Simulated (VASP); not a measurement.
Runs of VASP 6.6.1 on KF. All rows change the cell; the cell of one of them follows. It takes space group I4/mmm (No. 139, tetragonal). The conventional cell has a = 3.875 Å, b = 3.875 Å, c = 5.213 Å, α = 90.00°, β = 90.00°, γ = 90.00°. Around K (site symmetry 4/mmm) lie 6 F at 2.61 to 2.74 Å. F (site symmetry 4/mmm) has 6 K at 2.61 to 2.74 Å as nearest neighbours. 

| cell | gap on the mesh (eV) | pressure (GPa) |
| --- | --- | --- |
| strain +0.025 along x and y, -0.025 along z, atoms carried along | 5.60 | (a) |
| strain +0.025 along x and y, +0.025 along z, atoms carried along | (c) | -5.0 |
| strain -0.025 along x and y, -0.050 along z, atoms carried along | (b) | 0.2 |
| strain +0.000 along x and y, +0.050 along z, atoms carried along | 5.52 | -4.4 |

Alike in all rows: task single point; level LDA; potentials or basis VASP PAW LDA potentials, release 64 (K_sv, F); no spin polarisation; k mesh 8 × 8 × 8; cutoff (eV) 520; smearing gaussian 0.05 eV.

Q: Fill in the values left out.

A: (a) -3.8; (b) 6.28; (c) 5.43.

A k mesh can miss the band edges.
